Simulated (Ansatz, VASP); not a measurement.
## TePb in VASP and in Ansatz

```
Te Pb
1.0
     0.00000    3.22700    3.22700
     3.22700    0.00000    3.22700
     3.22700    3.22700    0.00000
Te Pb
1 1
Direct
  0.50000 0.50000 0.50000
  0.05810 0.05810 0.94190
```

Change from the starting cell: all Pb atoms moved +0.375 Å, as atom 2 along Cartesian [0 0 1].

Alike in both runs: task single point; functional PBE; k mesh 8 × 8 × 8; occupations gaussian, width 0.05 eV; no spin polarisation.

```csv
,VASP,Ansatz
version,VASP 6.6.1,Ansatz 0.2.0
potentials or method,"VASP PAW PBE potentials, release 64 (Te, Pb_d)","scalar-relativistic, plane waves, PAW"
plane-wave cutoff (eV),520,420
valence electrons in the cell,20,30
```

```csv
,VASP,Ansatz,Ansatz less VASP
gap on the k mesh at the Fermi level (eV),1.16,1.15,-0.004
least direct gap on the mesh (eV),1.30,1.29,-0.010
pressure (GPa),4.2,4.2,+0.04
largest component of the traceless stress (GPa),4.02,3.99,-0.025
rms of the force components (eV/Å),0.552,0.548,-0.0040
```

Atom by atom the forces differ by 0.004 eV/Å (rms over components). The two sets of potentials don't hold the same shells in valence.

Caveats: spin-orbit coupling is left out, which as a rule narrows the gap of such compounds by several tenths of an eV. A k mesh can miss the band edges.
